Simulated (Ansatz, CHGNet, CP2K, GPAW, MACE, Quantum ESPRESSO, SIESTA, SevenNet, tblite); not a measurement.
# AlP(100) slab, H on both faces (90 atoms): other programs against plane waves

One geometry of AlP(100) slab, H on both faces (90 atoms) is solved by several programs and methods. How far do their forces lie from a plane-wave PBE run?

Results are calculated, not measured.

### Step 1. The structure

The cell holds 90 atoms (27 Al, 27 P and 36 H), with edges of 11.59, 11.59 and 18.56 Å. Recipe: zinc-blende AlP (a = 5.463 Å), (100) slab of 6 atomic planes, 3 x 3 surface cells, H on the broken bonds of both faces, 10 Å of vacuum; displaced by a Gaussian of 0.02 Å. Then every atom was moved at random, 0.02 Å r.m.s. a Cartesian component (hydrogen 0.6 of that).

### Step 2. The reference input

Quantum ESPRESSO 7.5: Kohn-Sham DFT, PBE, SSSP efficiency 1.3.0 pseudopotentials, plane waves. Its input, pw.in:

```
&control
  calculation = 'scf'
  pseudo_dir = './pseudo'
  outdir = './tmp'
  disk_io = 'none'
  tprnfor = .true.
/
&system
  ibrav = 0
  nat = 90
  ntyp = 3
  ecutwfc = 45
  ecutrho = 360
  nosym = .true.
  occupations = 'smearing'
  smearing = 'fd'
  degauss = 0.003675
/
&electrons
  conv_thr = 4.5e-07
  electron_maxstep = 100
  mixing_beta = 0.2
  mixing_mode = 'local-TF'
  diagonalization = 'david'
/
ATOMIC_SPECIES
Al 26.982 Al.upf
P 30.974 P.upf
H 1.008 H.upf
CELL_PARAMETERS angstrom
11.58877 0.00000 0.00000
0.00000 11.58877 0.00000
0.00000 0.00000 18.56080
ATOMIC_POSITIONS crystal
Al 0.26587 0.16953 0.38638
P 0.26553 0.33000 0.31558
Al 0.10177 0.33509 0.53282
P 0.10478 0.16784 0.45968
[... 84 atom lines left out ...]
H 0.04409 0.83568 0.73101
H 0.81991 0.83253 0.72837
K_POINTS gamma
```

```console
$ OMP_NUM_THREADS=1 mpirun -np 4 pw.x -in pw.in > output.txt
```

The job ended after 5 min (4 MPI ranks of Arm Neoverse V2, shared host; peak memory 5.2 GiB; 20 min of CPU time).

It converged with an r.m.s. force component of 0.51 eV/Å.

### Step 3. The other programs

- CP2K 2026.2: Gaussian basis with GTH pseudopotentials and a plane-wave density; labels give functional, basis (MOLOPT sets; SR short-range, UZH the newer set with its own potentials), grid cutoff/relative cutoff and solver (OT: orbital transformation; TRS4, TC2, SIGN: linear-scaling purification with its sparsity filter), or its built-in tight binding.
- GPAW 26.7.0: PAW with atomic orbitals (LCAO), plane waves or a real-space grid of spacing h.
- MACE: machine-learned potential, published weights.
- Quantum ESPRESSO 7.5: plane waves; labels (QE) give functional, pseudopotential set and cutoffs of waves/density.
- SIESTA 5.4.2: numerical atomic orbitals, whose automatically made sets are far from complete, with PseudoDojo norm-conserving potentials that we converted to its format (checked against plane waves on the same files for H, C, O, Si, Ge and Ca alone); labels give functional, basis size, energy shift and mesh cutoff.
- SevenNet: machine-learned potential, published weights.
- tblite 0.8.0: extended tight binding, driven from Python.

All use the same cell and atoms, and the electronic-structure runs the same k-mesh.

### Step 4. All runs compared

Differences are against the reference: forces as r.m.s. over components, share as that over the reference's r.m.s. force, slope as the fitted ratio of a run's forces to the reference's.

| run | Δ force, r.m.s. (meV/Å) | share (%) | slope | cores | CPU time | memory (GiB) |
| --- | --- | --- | --- | --- | --- | --- |
| reference | - | - | - | 4 | 20 min | 5.2 |
| CP2K LDA, DZVP-MOLOPT-SR, 450/50 Ry, diagonalisation | 69.1 | 13.4 | 1.009 | 2 | 4.2 min | 3.5 |
| CP2K PBE, DZVP-MOLOPT-SR, 315/50 Ry, diagonalisation (coarse) | 83.6 | 16.2 | 1.006 | 2 | 4.9 min | 2.3 |
| CP2K PBE, DZVP-MOLOPT-SR, 450/30 Ry, diagonalisation (coarse) | 83.5 | 16.2 | 1.006 | 2 | 5 min | 3.7 |
| CP2K PBE, DZVP-MOLOPT-SR, 450/50 Ry, diagonalisation | 83.6 | 16.2 | 1.006 | 2 | 6.1 min | 3.7 |
| CP2K PBE, DZVP-MOLOPT-SR, 630/50 Ry, diagonalisation | 83.6 | 16.2 | 1.006 | 2 | 8.7 min | 6.2 |
| CP2K PBE, DZVP-UZH, 450/50 Ry, diagonalisation | 58.8 | 11.4 | 0.990 | 2 | 8.1 min | 3.7 |
| CP2K PBE, SZV-MOLOPT-SR, 450/50 Ry, diagonalisation (coarse) | 349 | 67.8 | 1.129 | 1 | 4.3 min | 3.5 |
| CP2K PBE, TZVP-MOLOPT (SR for Al), 450/50 Ry, diagonalisation | 32.9 | 6.40 | 0.995 | 4 | 18 min | 5.0 |
| GPAW PBE, LCAO dzp, h 0.2 Å | 109 | 21.1 | 1.079 | 1 | 3 min | 1.5 |
| GPAW PBE, LCAO dzp, h 0.2 Å, other mixer settings | 110 | 21.3 | 1.080 | 2 | 8.2 min | 1.6 |
| GPAW PBE, LCAO dzp, h 0.25 Å (coarse) | 166 | 32.2 | 1.070 | 1 | 2.1 min | 1 |
| GPAW PBE, LCAO sz(dzp), h 0.2 Å (coarse) | 871 | 169 | 1.485 | 1 | 78 s | 1.2 |
| GPAW PBE, grid h 0.2 Å | 9.47 | 1.84 | 1.006 | 4 | 11 min | 2.9 |
| MACE MP-0b3 medium potential | 284 | 55.2 | 0.750 | 1 | 6.9 s | 0.88 |
| QE PBE, sg15-1.2, 60/240 Ry (coarse) | 12.1 | 2.34 | 0.993 | 4 | 19 min | 2.7 |
| QE PBE, sssp-1.3.0-efficiency, 20/160 Ry (coarse) | 47.9 | 9.31 | 1.031 | 2 | 8 min | 1.5 |
| SIESTA PBE, DZP, shift 0.01 Ry, mesh 100 Ry (coarse) | 122 | 23.7 | 1.088 | 1 | 2.3 min | 0.5 |
| SIESTA PBE, DZP, shift 0.01 Ry, mesh 300 Ry | 122 | 23.6 | 1.090 | 1 | 8.9 min | 1.5 |
| SIESTA PBE, TZP, shift 0.01 Ry, mesh 300 Ry | 111 | 21.5 | 1.085 | 2 | 13 min | 2.0 |
| SevenNet l3i5 potential | 288 | 56.0 | 0.766 | 1 | 8.4 s | 1.2 |
| tblite GFN1-xTB | 657 | 128 | 0.896 | 1 | 3.9 s | 0.15 |

Rows marked coarse were listed beforehand as settings not expected to be converged; some can still land near the reference.

Times of the machine-learned potentials are mostly Python's start and the loading of weights.

Runs without a result: CP2K GFN1-xTB, diagonalisation (not converged); SIESTA PBE, SZ, shift 0.01 Ry, mesh 300 Ry (cut off at its time limit); SIESTA PBE, DZP, shift 0.001 Ry, mesh 300 Ry (cut off at its time limit); CP2K PBE+rVV10L, DZVP-MOLOPT-SR, 450/50 Ry, diagonalisation (cut off at its time limit).

CPU time is summed over cores on shared hosts, so it is rough.

### Step 5. Findings

Forces lie from 1.8 % (GPAW PBE, grid h 0.2 Å) to 169 % (GPAW PBE, LCAO sz(dzp), h 0.2 Å, coarse) of the reference's r.m.s. force of 0.51 eV/Å away from it. Other PBE runs on plane waves or a grid: GPAW PBE, grid h 0.2 Å 1.8 % of the r.m.s. force; the reference has errors of its own, so differences under a few per cent don't tell which side is nearer the exact PBE result. The PBE runs in local orbitals, coarse settings apart, differ by 6.4 % (CP2K PBE, TZVP-MOLOPT (SR for Al), 450/50 Ry, diagonalisation) to 24 % (SIESTA PBE, DZP, shift 0.01 Ry, mesh 300 Ry); basis, grid and potentials can all enter. Tight binding differs by 128 % (tblite GFN1-xTB); it is another model, with fitted parameters of its own, and the xTB methods hold dispersion.

Machine-learned potentials differ by 55 % (MACE MP-0b3 medium potential) to 56 % (SevenNet l3i5 potential); they were trained on other programs' data. The reference samples few k-points for this cell, and its sampling error, which other DFT runs on the same mesh share, can be part of so large a difference. Among those trained on PBE data the slope goes as low as 0.75, with a correlation of 0.84, so directions differ as well as sizes. Rows with another functional or a dispersion term differ by 13 % (CP2K LDA, DZVP-MOLOPT-SR, 450/50 Ry, diagonalisation), which mixes the change of model with differences of basis and potentials. Runs with settings chosen to be coarse differ by 2.3 % (QE PBE, sg15-1.2, 60/240 Ry) to 169 % (GPAW PBE, LCAO sz(dzp), h 0.2 Å), their programs' other errors included. From CP2K PBE, DZVP-MOLOPT-SR, 315/50 Ry, diagonalisation to the finer CP2K PBE, DZVP-MOLOPT-SR, 630/50 Ry, diagonalisation the share goes from 16.2 to 16.2 %, so the grid isn't what parts these runs from the reference. From GPAW PBE, LCAO dzp, h 0.25 Å to the finer GPAW PBE, LCAO dzp, h 0.2 Å, other mixer settings the share falls from 32 to 21 %.

Caveats: Periodic xTB results under one method name differ between programs and library versions. The potentials hold different valence shells: 252 electrons in the reference, 468 in Quantum ESPRESSO with SG15; this bears on time and differences. Machine-learned potentials mimic data converged in k, so the reference's own k-point error enters their differences. Caps of real hydrogen don't mimic the fractional bonds of a polar compound, so surface states and strained caps may belong to the model. The electronic-structure runs sample only Γ, in a cell whose shortest periodic width is 12 Å, which is coarse for a cell with partly filled levels. The reference's 45/360 Ry lie under the cutoffs that SSSP recommends for H (60/480 Ry). The slab repeats along its normal with no dipole correction. Where levels are smeared, the DFT runs use Fermi–Dirac occupations at 580 K (0.05 eV), and energies are free energies. The atoms were displaced at random, and shares hang on the size of the forces that this gives. The reference's cutoffs and mesh weren't converged further here.

[Logs are printed without paths, hosts, clocks, repeated set-up lines and the standing remarks that a program may print on its own settings, such as how far it seeks lower states.]

[Hosts, paths, dates, database ids (printed as entryN), source tags and the programs' standing remarks are cut or masked in the printed files.]

[Cells were taken only where this reference lay near another plane-wave run.]
